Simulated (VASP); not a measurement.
These are PBE GGA with spin-orbit coupling, VASP's PBE PAW potentials (set 64) (plane waves; VASP) values and carry that method's errors.

The input files of a VASP run:

### INCAR
```
SYSTEM = BaF2
PREC = Accurate; ENCUT = 400; LREAL = F
LASPH = T
EDIFF = 1E-6; NELM = 100; ALGO = Normal
LMAXMIX = 4
ISMEAR = -1; SIGMA = 0.01
GGA = PE; GGA_COMPAT = F
MAGMOM = 0.0 0.0 0.0 0.0 0.0 0.0 0.0 0.0 0.0
LSORBIT = T; LNONCOLLINEAR = T
ISIF = 2
LWAVE = F; LCHARG = F; LORBIT = 11
```

### POSCAR
```
BaF2
1
    0.0000000000     3.1000000000     3.1000000000
    3.1000000000     0.0000000000     3.1000000000
    3.1000000000     3.1000000000     0.0000000000
Ba F
1 2
Direct
  0.0000000000   0.0000000000   0.0000000000
  0.2500000000   0.2500000000   0.2500000000
  0.7500000000   0.7500000000   0.7500000000
```

KPOINTS:
```
Automatic mesh
0
G
6 6 6
```

POTCAR, in this order: Ba_sv F (PBE.64 set). Program: vasp_ncl.

The run wrote:

File OSZICAR:
```
       N       E                     dE             d eps       ncg     rms          rms(c)
DAV:   1     0.154784575574E+03    0.15478E+03   -0.10960E+04  1024   0.114E+03
DAV:   2    -0.945363724156E+01   -0.16424E+03   -0.15791E+03  1440   0.286E+02
DAV:   3    -0.187056539498E+02   -0.92520E+01   -0.92075E+01  1264   0.717E+01
DAV:   4    -0.190228801401E+02   -0.31723E+00   -0.31710E+00  1528   0.107E+01
DAV:   5    -0.190246410461E+02   -0.17609E-02   -0.17609E-02  1240   0.879E-01    0.831E+00
DAV:   6    -0.173058835881E+02    0.17188E+01   -0.73322E+00  1192   0.237E+01    0.435E+00
DAV:   7    -0.173110964316E+02   -0.52128E-02   -0.47327E-01  1248   0.519E+00    0.224E+00
DAV:   8    -0.173243491624E+02   -0.13253E-01   -0.62251E-02  1144   0.283E+00    0.361E-01
DAV:   9    -0.173320082477E+02   -0.76591E-02   -0.20813E-02  1112   0.108E+00    0.167E-01
DAV:  10    -0.173338966386E+02   -0.18884E-02   -0.14549E-03  1144   0.302E-01    0.121E-01
DAV:  11    -0.173344640414E+02   -0.56740E-03   -0.59401E-04  1176   0.181E-01    0.196E-02
DAV:  12    -0.173344867662E+02   -0.22725E-04   -0.45757E-05  1168   0.591E-02    0.104E-02
DAV:  13    -0.173344926695E+02   -0.59034E-05   -0.18608E-05  1088   0.345E-02    0.143E-03
DAV:  14    -0.173344928954E+02   -0.22589E-06   -0.54214E-07   888   0.572E-03
   1 F= -.17334493E+02 E0= -.17334493E+02  d E =-.820346E-15  mag=     0.0000    -0.0000    -0.0000
```

File OUTCAR:
```
------------------------ aborting loop because EDIFF is reached ----------------------------------------
  FORCE on cell =-STRESS in cart. coord.  units (eV):
  Direction    XX          YY          ZZ          XY          YZ          ZX
  --------------------------------------------------------------------------------------
  Total       -1.3671171     -1.3671171     -1.3671171      0.0000000     -0.0000000      0.0000000
  in kB      -36.7621777    -36.7621777    -36.7621777      0.0000000     -0.0000000      0.0000000
  external PRESSURE =     -36.7621777 kB  Pullay stress =       0.0000000 kB
  volume of cell :       59.58
      direct lattice vectors                 reciprocal lattice vectors
     0.000000000  3.100000000  3.100000000    -0.161290323  0.161290323  0.161290323
     3.100000000  0.000000000  3.100000000     0.161290323 -0.161290323  0.161290323
     3.100000000  3.100000000  0.000000000     0.161290323  0.161290323 -0.161290323
 POSITION                                       TOTAL-FORCE (eV/Angst)
 -----------------------------------------------------------------------------------
      0.00000      0.00000      0.00000        -0.000000      0.000000     -0.000000
      1.55000      1.55000      1.55000        -0.000000     -0.000000     -0.000000
      4.65000      4.65000      4.65000         0.000000      0.000000      0.000000
 -----------------------------------------------------------------------------------
    total drift:                                0.000000      0.000000      0.000000
  FREE ENERGIE OF THE ION-ELECTRON SYSTEM (eV)
  ---------------------------------------------------
  free  energy   TOTEN  =       -17.3344928954 eV

  energy  without entropy=      -17.3344928954  energy(sigma->0) =      -17.33449290

 total charge

# of ion       s       p       d       tot
------------------------------------------
    1        1.998   5.649   0.230   7.878
    2        1.770   4.382   0.000   6.151
    3        1.770   4.382   0.000   6.151
--------------------------------------------------
tot          5.538  14.412   0.230  20.180

 magnetization (x)

# of ion       s       p       d       tot
------------------------------------------
    1        0.000   0.000   0.000   0.000
    2       -0.000   0.000   0.000   0.000
    3       -0.000   0.000   0.000   0.000
--------------------------------------------------
tot         -0.000   0.000   0.000   0.000

 magnetization (y)

# of ion       s       p       d       tot
------------------------------------------
    1        0.000   0.000   0.000   0.000
    2        0.000   0.000   0.000   0.000
    3        0.000   0.000   0.000   0.000
--------------------------------------------------
tot          0.000   0.000   0.000   0.000

 magnetization (z)

# of ion       s       p       d       tot
------------------------------------------
    1        0.000   0.000  -0.000  -0.000
    2       -0.000   0.000   0.000  -0.000
    3       -0.000   0.000   0.000  -0.000
--------------------------------------------------
tot         -0.000   0.000  -0.000  -0.000

 Ion:    1  E_soc:     -0.3815255

 Ion:    2  E_soc:     -0.0005403

 Ion:    3  E_soc:     -0.0005403
```
(Selected blocks of OUTCAR.)

At this cut-off the stress carries a Pulay error, which pulls relaxed volumes low.

The structure is a typed BaF2 crystal (Fm-3m). The cell was not relaxed at this level. The run is one of a series of settings (GGA_COMPAT = .FALSE., LNONCOLLINEAR = .TRUE., LSORBIT = .TRUE., MAGMOM = 0.0 0.0 0.0 0.0 0.0 0.0 0.0 0.0 0.0, program vasp_ncl against the base run), some of them coarse on purpose.
